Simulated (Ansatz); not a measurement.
## Hf2NS2 MXene monolayer in a perpendicular field

What dipole does a perpendicular field induce in the Hf2NS2 MXene monolayer? A positive field points along +c.

Program: Ansatz 0.2.0. Level of theory: plane-wave DFT, PBE-D3(BJ), Ansatz PAW. Results are calculated unless marked as measured.

## (1) Set-up

The cell holds 5 atoms: 2 S, 2 Hf and 1 N. Cell: a = 3.217 Å, b = 3.217 Å, c = 43.448 Å, α = 90.0°, β = 90.0°, γ = 120.0°. Vacuum lies along c.

Coordinates:

```cif
data_structure
_symmetry_space_group_name_H-M 'P 1'
_symmetry_Int_Tables_number 1
_cell_length_a 3.2175
_cell_length_b 3.2175
_cell_length_c 43.4484
_cell_angle_alpha 90.000
_cell_angle_beta 90.000
_cell_angle_gamma 120.000
_cell_volume 389.53
loop_
_atom_site_label
_atom_site_type_symbol
_atom_site_fract_x
_atom_site_fract_y
_atom_site_fract_z
_atom_site_occupancy
S1 S 0.33333 0.66667 0.42809 1
Hf2 Hf 0.66667 0.33333 0.47078 1
N3 N 0.00000 0.00000 0.50000 1
Hf4 Hf 0.33333 0.66667 0.52922 1
S5 S 0.66667 0.33333 0.57191 1
```

## (2) Relaxing the slab

The starting cell is a guess, so the in-plane lattice and the atoms are relaxed first, with the slab cut off from its images along the normal.

Contents of input.yaml:

```yaml
crystal:
  lattice:
    - [3.2175, 0.0, 0.0]
    - [-1.60875, 2.7864367367, 0.0]
    - [0.0, 0.0, 43.4484494511]
  atoms:
    - { symbol: S, position: [0.3333333333, 0.6666666667, 0.4280935277] }
    - { symbol: Hf, position: [0.6666666667, 0.3333333333, 0.4707805504], spin: 1.0 }
    - { symbol: "N", position: [0.0, 0.0, 0.5] }
    - { symbol: Hf, position: [0.3333333333, 0.6666666667, 0.5292194496], spin: 1.0 }
    - { symbol: S, position: [0.6666666667, 0.3333333333, 0.5719064723] }
  periodic: [true, true, false]
magnetization:
  spin_polarized: true
kpoints:
  mp_grid: { grid: [12, 12, 1] }
hamiltonian:
  xc: pbe
  dispersion: d3bj
scf:
  occupations: { method: fermi_dirac, width: 0.05 }
  convergence: { dr2_threshold: 1.0e-09 }
relax:
  f_tol: 0.004
  max_steps: 90
  cell: {}
output:
  write_potential: true
  write_density: true
  volumetric_format: npy
```

Run with:

```
ansatz run input.yaml --threads 4 --pin off --max-ram 6144MiB --backend cpu --events-out ev --progress --plain --runs-dir out
```

Numbers of over 12 decimals in the logs are rounded to 6 here.

The program printed:

```text
Warning: relax.cell: scf.convergence.dr2_threshold = 1e-9 eV is looser than the 1.8938525231e-10 eV advised for a relaxation that steers and ends on the stress (1e-10 eV for each atom of the cell: 5, times the square of relax.cell.stress_2d_tol = 0.05 N/m over 16.2 Å (the atoms' height at the walk's start and 5 Å past either face), 3.077e-2 GPa, over a crystal's default 0.05). What an SCF threshold leaves in a stress goes as its square root, and in the free energy as the threshold itself, and one threshold admits the most on a small cell: [figures from the program's tests cut] Set scf.convergence.dr2_threshold to 1.8938525231e-10 eV or tighter. [rest of the remark cut]
Engine: ansatz 0.2.0, aarch64-unknown-linux-gnu
Pseudopotentials: kind: paw
Pseudopotential: S, paw, valence charge 6, recommended cutoff 420 eV (normal), S.paw.azcp
Pseudopotential: Hf, paw, valence charge 26, recommended cutoff 420 eV (normal), Hf.paw.azcp
Pseudopotential: N, paw, valence charge 5, recommended cutoff 420 eV (normal), N.paw.azcp
Functional definition: PBE
  parameter kappa = 0.804
  parameter beta = 0.066725
  exchange = pbe_x(kappa = kappa, mu = beta*pi^2/3)
  correlation = pbe_c(beta = beta)
Crystal: 5 atoms, lattice volume = 389.531 Å³
Basis set: ecut = 420 eV, 7717 PW (Γ), exchange–correlation on 48×48×600 points (8 copies of the dense FFT grid, shifted against one another)
Bands: 43, of which v1, the nominal top of the filled ones, is band 35 counted from 1 (34 counted from 0)
Symmetry: 12 space group operations
Space group: P-3m1 (ITA 164), of the structure as read, at distance tolerance 7.3e-5 Å
Magnetic group: BNS 164.85 (UNI 1315), of the structure as read, at distance tolerance 7.3e-5 Å
k-points: 19 of 144
Non-local potential: S, projectors of the file, l = 0: 2, l = 1: 2, l = 2: 2
Non-local potential: Hf, projectors of the file, l = 0: 3, l = 1: 2, l = 2: 2, l = 3: 3
Non-local potential: N, projectors of the file, l = 0: 2, l = 1: 2, l = 2: 1
PAW form: soft (Blöchl's): semilocal exchange-correlation on the pseudo side does not see the compensation charge
PAW one-centre angular grid: S, 110 points (default); XC on 64 Gauss nodes
PAW one-centre angular grid: Hf, 590 points (default); XC on 64 Gauss nodes
PAW one-centre angular grid: N, 110 points (default); XC on 64 Gauss nodes
Initial density: superposition of atomic densities (neutral atoms: chi_scale 0, normalization atom)
Starting moments: Σ|m| = 2 μB on 2 of 5 sites
Initial wavefunctions: pseudopotential atomic-orbital guess
Functional: x = pbe(κ = 0.804, μ = 0.219515), c = pbe(β = 0.066725)
SCF iter   1: F=—  HF=-33641.155114 eV  |F-HF|=—  |Δ(HF+E_count)|=         —  Δρ=2.26e-2 (↑2.26e-2 ↓2.13e-2)  dr2=9.30e0  dr2_m=1.48e-1  M=0.452 μB ∫|m|=0.695 μB  β_m=0.30  ethr=3.10e-3  ⟨swp⟩=15.1  Hψ=11127  notcnv=0  defer=2
Mixer restart at iter 1: flushing history
preconditioner: auto → LDOS  [metal: Δε(μ)=0.013 eV  Ē_g=16.507 eV  σ=0.050 eV  W_gap=0.07  n_scr=28 (ndim 8)  ℏωp=15.2 eV  f_vac=0.773  D(μ)=1.80/eV (n_scr^D=12)]
spin=Collinear: LDOS preconditioning applied to the charge; magnetization (m = ρ↑ − ρ↓) channel mixes plain (no charge-response kernel on spin).
SCF iter   2: F=—  HF=-33639.182248 eV  |F-HF|=—  |Δ(HF+E_count)|=    1.97e0  Δρ=1.14e-2 (↑1.14e-2 ↓9.40e-3)  dr2=2.01e0  dr2_m=8.29e-2  M=0.358 μB ∫|m|=0.600 μB  β_m=0.41  ethr=3.10e-3  ⟨swp⟩=4.0  Hψ=4081  notcnv=0  defer=99
SCF iter   3: F=—  HF=-33638.860424 eV  |F-HF|=—  |Δ(HF+E_count)|=   3.22e-1  Δρ=5.24e-3 (↑5.24e-3 ↓3.87e-3)  dr2=3.25e-1  dr2_m=2.42e-2  M=0.239 μB ∫|m|=0.420 μB  β_m=0.61  ethr=2.91e-3  ⟨swp⟩=3.0  Hψ=3108  notcnv=0  defer=102
SCF iter   4: F=—  HF=-33638.946499 eV  |F-HF|=—  |Δ(HF+E_count)|=   8.61e-2  Δρ=1.69e-3 (↑1.69e-3 ↓1.66e-3)  dr2=2.48e-2  dr2_m=2.57e-3  M=0.105 μB ∫|m|=0.190 μB  β_m=0.58  ethr=4.71e-4  ⟨swp⟩=3.4  Hψ=3588  notcnv=0  defer=102
SCF iter   5: F=—  HF=-33638.951259 eV  |F-HF|=—  |Δ(HF+E_count)|=         —  Δρ=9.64e-4 (↑9.64e-4 ↓8.95e-4)  dr2=1.98e-3  dr2_m=2.38e-3  M=0.043 μB ∫|m|=0.105 μB  β_m=0.58  ethr=3.59e-5  ⟨swp⟩=3.8  Hψ=4491  notcnv=0  defer=102
SCF iter   6: F=—  HF=-33638.953417 eV  |F-HF|=—  |Δ(HF+E_count)|=   2.16e-3  Δρ=5.46e-4 (↑5.46e-4 ↓4.93e-4)  dr2=3.38e-4  dr2_m=8.39e-4  M=0.026 μB ∫|m|=0.066 μB  β_m=0.77  ethr=2.86e-6  ⟨swp⟩=3.3  Hψ=3687  notcnv=0  defer=102
SCF iter   7: F=—  HF=-33638.954577 eV  |F-HF|=—  |Δ(HF+E_count)|=   1.16e-3  Δρ=2.22e-4 (↑2.03e-4 ↓2.22e-4)  dr2=7.87e-5  dr2_m=1.36e-4  M=0.011 μB ∫|m|=0.029 μB  β_m=0.77  ethr=4.90e-7  ⟨swp⟩=3.4  Hψ=3916  notcnv=0  defer=102
SCF iter   8: F=—  HF=-33638.954761 eV  |F-HF|=—  |Δ(HF+E_count)|=   1.83e-4  Δρ=6.70e-5 (↑6.70e-5 ↓6.49e-5)  dr2=2.30e-5  dr2_m=1.17e-5  M=0.003 μB ∫|m|=0.009 μB  β_m=0.73  ethr=1.14e-7  ⟨swp⟩=3.5  Hψ=4146  notcnv=0  defer=102
SCF iter   9: F=—  HF=-33638.954783 eV  |F-HF|=—  |Δ(HF+E_count)|=   2.26e-5  Δρ=2.03e-5 (↑2.03e-5 ↓1.26e-5)  dr2=1.55e-6  dr2_m=7.49e-7  M=0.000 μB ∫|m|=0.002 μB  β_m=0.72  ethr=3.33e-8  ⟨swp⟩=3.3  Hψ=3741  notcnv=0  defer=102
SCF iter  10: F=—  HF=-33638.954784 eV  |F-HF|=—  |Δ(HF+E_count)|=   7.07e-7  Δρ=4.57e-6 (↑4.57e-6 ↓4.20e-6)  dr2=2.24e-8  dr2_m=6.02e-8  M=0.000 μB ∫|m|=0.000 μB  β_m=0.81  ethr=2.25e-9  ⟨swp⟩=3.9  Hψ=4362  notcnv=0  defer=102
SCF iter  11: F=—  HF=-33638.954784 eV  |F-HF|=—  |Δ(HF+E_count)|=   3.38e-7  Δρ=1.26e-6 (↑1.02e-6 ↓1.26e-6)  dr2=7.36e-9  dr2_m=3.54e-9  M=-0.000 μB ∫|m|=0.000 μB  β_m=0.83  ethr=3.25e-11  ⟨swp⟩=4.1  Hψ=4689  notcnv=0  defer=102
SCF iter  12: F=—  HF=-33638.954784 eV  |F-HF|=—  |Δ(HF+E_count)|=   3.30e-8  Δρ=4.54e-7 (↑4.54e-7 ↓2.41e-7)  dr2=2.99e-9  dr2_m=2.02e-10  M=-0.000 μB ∫|m|=0.000 μB  β_m=0.77  ethr=1.07e-11  ⟨swp⟩=3.6  Hψ=3757  notcnv=0  defer=102
SCF iter  13: F=-33638.954784 eV  HF=-33638.954784 eV  |F-HF|=1.93e-9  |Δ(HF+E_count)|=   2.93e-9  Δρ=9.91e-8 (↑9.91e-8 ↓6.04e-8)  dr2=5.28e-11  dr2_m=1.67e-11  M=-0.000 μB ∫|m|=0.000 μB  ethr=1.45e-12  ⟨swp⟩=10.2  Hψ=15396  notcnv=0
WARN: the starting moments were not kept: the SCF closed with an absolute magnetisation of 7.3e-6 μB, where they sum to 2 μB in size (2 sites). That is at most 0.1 of that sum. Measured as dr2_m measures the in/out step, that magnetisation stands 3.5e-12 eV from none, at or under the dr2_threshold of 1.0e-9 eV: it is no larger than a step whose dr2_m would equal this threshold. The system may hold no moment; this SCF [...]
SCF 1 converged in 13 iterations: F = -33638.954784 eV  dr2 = 5.28e-11
[...]
relax step   7: F+E_penalty+E_count = -33639.94703586 eV  Δ(F+E_penalty+E_count) = -9.039e-6 eV  max|allowed force component| = 6.289e-5 eV/Å  Δτ_max = 0.0005 Å  P = -0.000 N/m  Ω = 430.003 Å³  energy of the carried Pulay correction = -7.828e-3 eV  fix = [c, alpha, beta]  reactions: c -0.000 N/m  (5 SCF iters, accepted)
[...]
relax step   8: F+E_penalty+E_count = -33639.95976005 eV  Δ(F+E_penalty+E_count) = -1.272e-2 eV  max|allowed force component| = 3.128e-3 eV/Å  Δτ_max = 0.0000 Å  P = +0.177 N/m  Ω = 430.003 Å³  fix = [c, alpha, beta]  reactions: c +0.000 N/m  stress off target by 1.77e-1 N/m on what of the cell is left free  SCF on the basis re-selected at this cell (its energy is not comparable with the rows above)  (7 SCF iters)
[...]
relax step   9: F+E_penalty+E_count = -33639.95974873 eV  Δ(F+E_penalty+E_count) = +1.132e-5 eV  max|allowed force component| = 1.204e-4 eV/Å  Δτ_max = 0.0017 Å  P = +0.013 N/m  Ω = 430.606 Å³  energy of the carried Pulay correction = -9.859e-5 eV  fix = [c, alpha, beta]  reactions: c +0.000 N/m  (7 SCF iters, accepted)
iter 1 solved again at ethr=2.94e-7 eV; its pass at ethr=3.10e-3 eV (dr2=2.03e-4 eV) is discarded
SCF iter   1: F=—  HF=-33639.960049 eV  |F-HF|=—  |Δ(HF+E_count)|=         —  Δρ=1.46e-6 (↑1.39e-6 ↓1.46e-6)  dr2=3.68e-8  dr2_m=3.05e-11  M=-0.000 μB ∫|m|=0.000 μB  β_m=0.65  ethr=2.94e-7  ⟨swp⟩=6.3  Hψ=19060  notcnv=0
eigensolver tolerance schedule: the retry pair's looser diagonalisation over-reported the residual by 5505.82 of it (diagonalisation noise at 1.09 of the residual, at the tolerance the schedule requests for it); recorded, not acted on — ethr = c·dr2/N_el stays at c = 1.0e-1
preconditioner: auto → LDOS  [metal: Δε(μ)=0.048 eV  Ē_g=16.865 eV  σ=0.050 eV  W_gap=0.24  n_scr=26 (ndim 8)  ℏωp=14.4 eV  f_vac=0.791  D(μ)=1.91/eV (n_scr^D=12)]
spin=Collinear: LDOS preconditioning applied to the charge; magnetization (m = ρ↑ − ρ↓) channel mixes plain (no charge-response kernel on spin).
SCF iter   2: F=—  HF=-33639.959848 eV  |F-HF|=—  |Δ(HF+E_count)|=   2.00e-4  Δρ=1.25e-6 (↑1.25e-6 ↓1.20e-6)  dr2=4.44e-8  dr2_m=1.26e-11  M=-0.000 μB ∫|m|=0.000 μB  β_m=0.30  ethr=5.34e-11  ⟨swp⟩=6.1  Hψ=7246  notcnv=0
SCF iter   3: F=—  HF=-33639.959848 eV  |F-HF|=—  |Δ(HF+E_count)|=   2.16e-7  Δρ=6.60e-7 (↑6.60e-7 ↓6.25e-7)  dr2=8.86e-9  dr2_m=1.42e-11  M=-0.000 μB ∫|m|=0.000 μB  β_m=0.63  ethr=5.34e-11  ⟨swp⟩=3.7  Hψ=3045  notcnv=0
SCF iter   4: F=-33639.959849 eV  HF=-33639.959849 eV  |F-HF|=1.76e-7  |Δ(HF+E_count)|=   4.51e-7  Δρ=2.04e-7 (↑1.99e-7 ↓2.04e-7)  dr2=6.38e-10  dr2_m=5.12e-12  M=-0.000 μB ∫|m|=0.000 μB  ethr=1.45e-12  ⟨swp⟩=15.7  Hψ=17135  notcnv=0
the starting moments were not kept: the SCF closed with an absolute magnetisation of 7.3e-6 μB, where they sum to 2 μB in size (2 sites). That is at most 0.1 of that sum. Measured as dr2_m measures the in/out step, that magnetisation stands 3.8e-12 eV from none, at or under the dr2_threshold of 1.0e-9 eV: it is no larger than a step whose dr2_m would equal this threshold.
SCF 10 converged in 4 iterations: F = -33639.959849 eV  dr2 = 6.38e-10
relax step  10: F+E_penalty+E_count = -33639.95984871 eV  Δ(F+E_penalty+E_count) = -9.998e-5 eV  max|allowed force component| = 1.346e-4 eV/Å  Δτ_max = 0.0000 Å  P = +0.014 N/m  Ω = 430.606 Å³  fix = [c, alpha, beta]  reactions: c +0.000 N/m  stress off target by 1.38e-2 N/m on what of the cell is left free  SCF on the basis re-selected at this cell (its energy is not comparable with the rows above)  (4 SCF iters)
basis re-selected at this cell: Δ(F+E_penalty+E_count) = -9.998e-5 eV, ΔP = +0.000 N/m vs the last step (what re-selecting the basis moved, of the pressure what is left beyond the Pulay correction that the steps carried, after the strain that the cell walked since its last selection, with what the two solves' SCF thresholds leave and, on support functions, any second-order correction that the steps lacked; it is no m [...]
WARN: The output density's exchange-correlation potential varies sharply where the density is thin. Do not read a vacuum level from v_tot or v_xc, or from such a field of the output density. On a cell that repeats whose density bears no net charge and no dipole along the vacuum's axis use v_es (v_loc + v_h of the components); under efield.dipole_correction with no amplitude use v_es + v_field, which holds any externa [...]
SCF converged after 4 iterations
Magnetization: -0.0000 μB (34.5000 up, 34.5000 down)
Absolute magnetization: 0.0000 μB (∫|ρ↑−ρ↓|, with the PAW one-centre terms)
Spin contamination: 0.0000 ħ² per cell (⟨S²⟩ above its minimum at these occupations)
Per-site moments (μB) at R_I (Å): [(1.1685381469624755e-7, 1.031116), (-8.777215617580295e-7, 0.962133), (1.046806747577773e-6, 0.962133), (-8.777215617674839e-7, 0.962133), (1.1685381458513987e-7, 1.031116)]
Free energy (F): -33639.959849 eV
Harris-Foulkes:  -33639.959849 eV  (|F-HF|=1.76e-7)
Internal energy: -33639.945292 eV  (E = F + TS)
E sigma→0 (E₀):  -33639.952570 eV
Entropy (-TS):   -0.014557 eV (-2.911 meV/atom)
Fermi energy:    -5.541933 eV
--- Per-component energies (eV) ---
  E_band       = -1498.743972
  E_kinetic    = 1190.976766
  E_local      = -399221.696979  (includes V_loc(G=0)·N_el)
  E_nonlocal   = -2385.110562
  E_hartree    = 198441.977719
  E_xc         = -856.035335
  E_vxc        = -785.989388  (∫ρ·V_xc dr)
  E_paw        = -15182.184699  (= ΣΔE_a)
  E_vpaw       = 2819.113626  (= ΣTr[D̂ρ^β])
  E_aug_tail   = 0.000092  (compensation charges beyond the density's cutoff)
  E_ewald      = 184373.561555
  E_disp       = -1.433849  (pairwise vdW)
  E_smearing   = -0.014557  (= −TS)
  E_closure    = -0.000000  (closes the sum)
  Σ components = -33639.959849   (vs F -33639.959849, Δ=0.00e0)
--- Forces (eV/Å), atoms counted from 1 ---
  atom   1  S      0.00000000     0.00000000     0.00002343
  atom   2  Hf     0.00000000    -0.00000000     0.00013464
  atom   3  N      0.00000000    -0.00000000     0.00000000
  atom   4  Hf     0.00000000     0.00000000    -0.00013464
  atom   5  S      0.00000000    -0.00000000    -0.00002343
  max |Σ_I F_I| component: 4.05e-18 eV/Å
--- 2D stress c σ (N/m, compression-positive) ---
        0.013774       0.000000       0.000000
        0.000000       0.013774       0.000000
        0.000000       0.000000       0.000000
  P = ½ c Tr σ = 0.0138 N/m
--- Band table (eV; the first three rows and the last of 38) ---
  k-point 0 ↑: bands = [... 31 lower, -7.4135, -6.3034, -6.3034, -4.8892, -4.8892, -4.6024, -3.5323, -2.8569, ... 4 higher]
  k-point 1 ↑: bands = [... 31 lower, -7.0928, -6.9495, -6.5725, -5.0395, -4.5808, -4.3822, -3.2898, -2.9832, ... 4 higher]
  k-point 2 ↑: bands = [... 31 lower, -7.4724, -7.1780, -6.9512, -5.5728, -4.0586, -3.9579, -3.1966, -2.6387, ... 4 higher]
  k-point 18 ↓: bands = [... 31 lower, -8.9115, -8.4771, -8.4771, -4.0242, -4.0242, -3.4200, -1.6498, -1.6498, ... 4 higher]
  the weakly bound empty levels are not read free of the cell's end (no_gap_told)
--- Relaxed structure (8 steps of the walk, 8 accepted, 2 SCFs on fresh bases) ---
  F+E_penalty+E_count = -33639.95984871 eV   max|allowed force component| = 1.346e-4 eV/Å   (the final SCF, on the basis selected at the relaxed cell)
  cell:  # Å, volume = 430.6062 Å³
    - [3.382888, 0, 0.0]
    - [-1.691444, 2.929667, 0.0]
    - [0.0, 0.0, 43.4484494511]
  atoms:
    - { symbol: S, position: [0.333333, 0.666667, 0.434749] }
    - { symbol: Hf, position: [0.666667, 0.333333, 0.470655] }
    - { symbol: N, position: [0, 0, 0.500000] }
    - { symbol: Hf, position: [0.333333, 0.666667, 0.529345] }
    - { symbol: S, position: [0.666667, 0.333333, 0.565251] }
```

The job ended after 1.9 min (4 threads of Arm Neoverse V2, shared host; peak memory 1.3 GiB).

Relaxation path:

```csv
step,energy less that of the first step (eV),largest force component (eV/Å),volume (Å³)
1,0.0000,2.3956,389.53
2,-0.7611,0.7917,399.91
3,-0.8492,1.4343,439.06
4,-0.9861,0.1206,433.71
5,-0.9914,0.0645,431.00
6,-0.9922,0.0170,429.98
7,-0.9923,0.0001,430.00
8*,-1.0050,0.0031,430.00
9,-1.0050,0.0001,430.61
10*,-1.0051,0.0001,430.61
```

Relaxation steps marked * repeat the geometry before them on a plane-wave basis chosen anew for their cell, so energy and pressure can jump there.

The run keeps the 12 symmetry operations that it works with, so distortions that break them were not tested.

```csv
cell as run,before,after,change
a (Å),3.217,3.383,+5.1 %
b (Å),3.217,3.383,+5.1 %
```

The atoms that moved most (Å, along periodic axes as changes of fractional coordinates times the final cell, across vacuum about the mean position):

```
atom     dx     dy      dz  length
  S5  0.000  0.000  -0.289   0.289
  S1  0.000  0.000   0.289   0.289
 Hf2  0.000  0.000  -0.005   0.005
 Hf4  0.000  0.000   0.005   0.005
```

The relaxed structure:

```xyz
5
Lattice="3.3829 0.0000 0.0000 -1.6914 2.9297 0.0000 0.0000 0.0000 43.4484" Properties=species:S:1:pos:R:3
S     0.0000    1.9531   18.8892
Hf    1.6914    0.9766   20.4492
N     0.0000    0.0000   21.7242
Hf    0.0000    1.9531   22.9992
S     1.6914    0.9766   24.5593
```

Numbers from this step:

```yaml
energy_at_zero_smearing: -33639.9526 eV
```

The lattice constant a goes from 3.217 to 3.383 Å.

[end of part 1 of 3]

[Logs are printed without paths, hosts, clocks, repeated set-up lines and the standing remarks that a program may print on its own settings, such as how far it seeks lower states.]

[Hosts, paths, dates, database ids (printed as entryN), source tags and the programs' standing remarks are cut or masked in the printed files.]

[Maps of the electrostatic potential energy from Ansatz leave out the sawtooth potential of an applied field or a dipole correction, so their vacuum need not be flat; planar profiles and work functions include it.]
